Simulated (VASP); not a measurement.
Runs of VASP 6.6.1 on BN (Qingsongite). Symmetry: F-43m, No. 216, cubic system. Conventional cell: a = 3.625 Å, b = 3.625 Å, c = 3.625 Å, α = 90.00°, β = 90.00°, γ = 90.00°. B (site symmetry -43m) has 4 N at 1.57 Å as nearest neighbours. N (site symmetry -43m) is surrounded by 4 B at 1.57 Å. 

```csv
task,cell,gap on the mesh (eV),pressure (GPa)
relaxation of the atoms,atoms relaxed from: a relaxed cell with its volume scaled by 1.04,(b),-13.7
relaxation of the atoms,atoms relaxed from: a relaxed cell with its volume scaled by 1.06,4.39,-19.6
relaxation of cell and atoms,relaxed,4.45,0.0
relaxation of the atoms,atoms relaxed from: a relaxed cell with its volume scaled by 0.94,4.51,25.9
relaxation of the atoms,atoms relaxed,4.45,0.0
relaxation of the atoms,atoms relaxed from: a relaxed cell with its volume scaled by 0.98,4.47,7.8
relaxation of the atoms,atoms relaxed from: a relaxed cell with its volume scaled by 0.96,(a),16.5
```

Alike in all rows: level PBE; potentials or basis VASP PAW PBE potentials, release 64 (B, N); no spin polarisation; k mesh 14 × 14 × 14; cutoff (eV) 600; smearing gaussian 0.03 eV.

Problem. Estimate the missing entries.

Solution. (a) 4.49; (b) 4.41.

Caveats: the relaxation stopped at its first step, so nothing moved.

A k mesh can miss the band edges.
